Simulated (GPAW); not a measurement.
KI:

```
I K
1.0
     0.00000    3.53277    3.53277
     3.53277    0.00000    3.53277
     3.53277    3.53277    0.00000
I K
1 1
Direct
  0.50000 0.50000 0.50000
  0.00000 0.00000 0.00000
```

```yaml
Program: GPAW 26.7.0
Task: relaxation of cell and atoms
Functional: LDA
Potentials_or_basis: the program's PAW data sets (release 1.2.1) made for this functional
Cutoff: 600 eV
Basis: pw
k_mesh: 7 × 7 × 7
Occupations: fermi-dirac, width 0.05 eV
Spin: no spin polarisation
```

At the start: pressure -1.3 GPa; volume 44.09 Å³/atom.

Task: How do energy, volume and symmetry change on relaxing?

Result: Over 4 steps the energy falls by 20.5 meV/atom and the volume is 39.70 Å³/atom (-10.0 %); space group Fm-3m (No. 225, to 0.05 Å).

Step by step:
| step | energy change (eV) | largest force (eV/Å) | pressure (GPa) | volume (Å³) |
| --- | --- | --- | --- | --- |
| 1 | 0.0000 | 0.0000 | -1.32 | 88.18 |
| 2 | -0.0055 | 0.0000 | -1.25 | 87.50 |
| 3 | -0.0395 | 0.0000 | 0.32 | 77.67 |
| 4 | -0.0410 | 0.0000 | -0.05 | 79.41 |

Final structure:
```
CELL_PARAMETERS angstrom
0.00000 3.41146 3.41146
3.41146 0.00000 3.41146
3.41146 3.41146 0.00000
ATOMIC_POSITIONS crystal
I 0.50000 0.50000 0.50000
K 0.00000 0.00000 0.00000
```

Caveat: later steps reuse the first step's grids.
